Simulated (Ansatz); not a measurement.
# Si₂Ni: stationary points along a deformation path

Theory: DFT PBE, scalar-relativistic, plane waves, PAW in Ansatz. The runs took a 420 eV cutoff, a Γ-centred 16×16×16 mesh and Gaussian smearing (0.15 eV). No spin polarisation. A magnetic state may lie lower. Energies are free energies at this smearing, counted from the undisturbed cell; pressure is positive in compression.

The undisturbed cell (relaxed at this level; with this scan's settings it stands at -0.1 GPa):

```xyz
3
Lattice="0.0000 2.7234 2.7234 2.7234 0.0000 2.7234 2.7234 2.7234 0.0000" Properties=species:S:1:pos:R:3 pbc="T T T"
Si    1.3617    1.3617    1.3617
Si    4.0851    4.0851    4.0851
Ni    0.0000    0.0000    0.0000
```

At fixed volume and fractional coordinates, lengths along (0.000, 0.000, 1.000) are scaled against those across it; ρ is that ratio over its starting value. V = 13.466 Å³/atom. Δσ is the stress along the axis less the mean stress across it (compression positive).

| ρ | ΔE (meV/atom) | Δσ (GPa) | space group |
| --- | --- | --- | --- |
| 0.650 | 792.7 | 96.29 | I4/mmm |
| 0.707 | 416.0 | 63.87 | I4/mmm |
| 0.780 | 156.8 | 32.10 | I4/mmm |
| 0.850 | 49.5 | 13.82 | I4/mmm |
| 0.920 | 10.6 | 4.86 | I4/mmm |
| 0.960 | 2.3 | 2.14 | I4/mmm |
| 1.000 | 0.0 | 0.00 | Fm-3m |
| 1.050 | 3.4 | -2.67 | I4/mmm |
| 1.100 | 14.4 | -5.75 | I4/mmm |
| 1.200 | 58.5 | -12.47 | I4/mmm |
| 1.300 | 129.4 | -19.33 | I4/mmm |
| 1.414 | 236.2 | -25.86 | I4/mmm |
| 1.500 | 330.5 | -31.37 | I4/mmm |

How does the stress give the slope of the energy, and where is the energy stationary?

Along the path d ln(length) is 2/3 d ln ρ on the axis and −1/3 d ln ρ across it, so dE/d ln ρ = −(2/3) V Δσ: the energy falls with ρ where Δσ is positive. Δσ vanishes or changes sign at ρ = 1.000 (Fm-3m), a minimum at 0.0 meV/atom. Pairs of stationary points between two samples would go unseen, and could change a minimum read from distant neighbours into a maximum. At ρ = 1.000 the cell is cubic, where symmetry alone makes the stress isotropic and the slope zero.

Which shear constant sets the curvature at ρ = 1?

For a cubic crystal E/V = (2/3) C (ln ρ)² with C = C′ = (C11 − C12)/2, so Δσ = −2C ln ρ. The parabola of Δσ against ln ρ through ρ = 0.960, 1 and 1.050 gives C ≈ 27 GPa with the ions clamped, rough because the steps are large.

Integrate that slope from ρ = 1 to 1.200 by the trapezoid rule.

With V/N in Å³ and 1 eV/Å³ = 160.2 GPa the slopes at ρ = 1.000, 1.050, 1.100, 1.200 are 0, 149, 322, 699 meV/atom per unit of ln ρ. The steps add 3.6 + 11.0 + 44.4 = 59.0 meV/atom, against 58.5 from the energies; the trapezoid rule misses the curvature of the slope within each step.

In a metal these slopes depend on the k mesh and the smearing.

Cost: 13 runs of about 1.9 core-minutes in all, on Intel Xeon Platinum 8488C (Sapphire Rapids) (shared hosts).